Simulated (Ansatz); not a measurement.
# SrF2 under a change: Sr vacancy, symmetric start

Start from an 18-atom supercell of SrF2 in the fluorite structure (space group Fm-3m, No. 225; a = 5.857 Å) at its relaxed geometry.

One thing is altered: a neutral Sr vacancy, symmetric start, atoms relaxed at fixed cell.

The values are results of PBE (Ansatz, an electronic-structure program), no SOC, not measurements. k-mesh 4×4×4 (Γ-centred); smearing 0.01 eV (Fermi–Dirac).

The pressure goes from zero to 1.6 GPa and the gap of the supercell changes from 6.78 eV to zero. The total moment of the cell is 2.0 μB and the energy gained by relaxation comes out as 0.27 eV. The largest displacement of a host atom from its site in the perfect cell comes out as 0.18 Å and the mean distance from the defect site to its nearest host atoms increases by 0.32 bohr to 5.11 bohr.

Other magnetic orders, which the real material may have, were not ruled out. The cell is small, so the values are those of an ordered compound at a high defect concentration; dilute-limit values will differ. A case with no gap was solved on a k-mesh chosen for an insulator, which is coarse for it. The defect started on the symmetric site and kept its symmetry, so it may sit on a saddle. The defect cell is spin-polarised and ends with 2.0 μB.
